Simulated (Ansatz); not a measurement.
## Bands of Mo

```
Mo
1.0
     0.00000    2.00105    2.00105
     2.00105    0.00000    2.00105
     2.00105    2.00105    0.00000
Mo
1
Direct
  0.00000 0.00000 0.00000
```

The conventional cell has a = 4.002 Å, b = 4.002 Å, c = 4.002 Å, α = 90.00°, β = 90.00°, γ = 90.00°. Mo (atom 1) has 12 Mo at 2.83 Å as nearest neighbours.

The structure comes from a relaxation in the same program, started in the fcc type, and has space group Fm-3m. Whether it is a known phase or the ground state wasn't checked.

The calculation used DFT, PBE, all-electron LAPW, scalar-relativistic in Ansatz 0.2.0.

Sampling and basis: a Γ-centred 18×18×18 k mesh, Fermi–Dirac smearing of 0.05 eV, basis error target 0.5 meV/atom, no spin polarisation.

Points in fractions of the reciprocal vectors of this cell: Γ (0, 0, 0), X (0.5, 0, 0.5), U (0.625, 0.25, 0.625), K (0.375, 0.375, 0.75), L (0.5, 0.5, 0.5), W (0.5, 0.25, 0.75). The path joins them by straight lines in the order Γ–X–U–K–Γ–L–W–X; legs that retrace an earlier one aren't tabulated. Energies are in eV from the Fermi level.

Q: List the levels at Γ between -8 and 1.5 eV.

A: -6.71, -0.70 (×3).

Q: List the levels at U between -8 and 1.5 eV.

A: -3.94, -2.97, 0.13.

Q: List the levels at L between -8 and 1.5 eV.

A: -4.58, -0.88 (×2).

Q: What is the band gap?

A: none: bands cross the Fermi level, a metal.
